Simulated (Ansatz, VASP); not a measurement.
CaO: VASP beside Ansatz

```xyz
4
Lattice="3.9920 0.0000 0.0000 -1.9960 3.4572 0.0000 0.0000 0.0000 5.0241" Properties=species:S:1:pos:R:3 pbc="T T T"
Ca    0.0000    2.3048    3.7681
Ca    1.9960    1.1524    1.2560
O     0.0000    2.3048    1.2560
O     1.9960    1.1524    3.7681
```

Change from the starting cell: strain +0.000 along x and y, +0.050 along z, atoms carried along.

Alike in both runs: task single point; functional LDA; k mesh 9 × 9 × 6; occupations gaussian, width 0.05 eV; no spin polarisation.

|  | VASP | Ansatz |
| --- | --- | --- |
| version | VASP 6.6.1 | Ansatz 0.2.0 |
| potentials or method | VASP PAW LDA potentials, release 64 (Ca_sv, O) | scalar-relativistic, plane waves, PAW |
| plane-wave cutoff (eV) | 520 | 420 |
| valence electrons in the cell | 32 | 32 |

|  | VASP | Ansatz | Ansatz less VASP |
| --- | --- | --- | --- |
| gap on the k mesh at the Fermi level (eV) | 2.92 | 2.92 | +0.003 |
| least direct gap on the mesh (eV) | 2.92 | 2.92 | +0.003 |
| pressure (GPa) | -8.5 | -9.0 | -0.51 |
| largest component of the traceless stress (GPa) | 3.30 | 3.16 | -0.143 |

Caveats: an odd mesh through Γ misses points on the zone boundary, where band edges often lie.
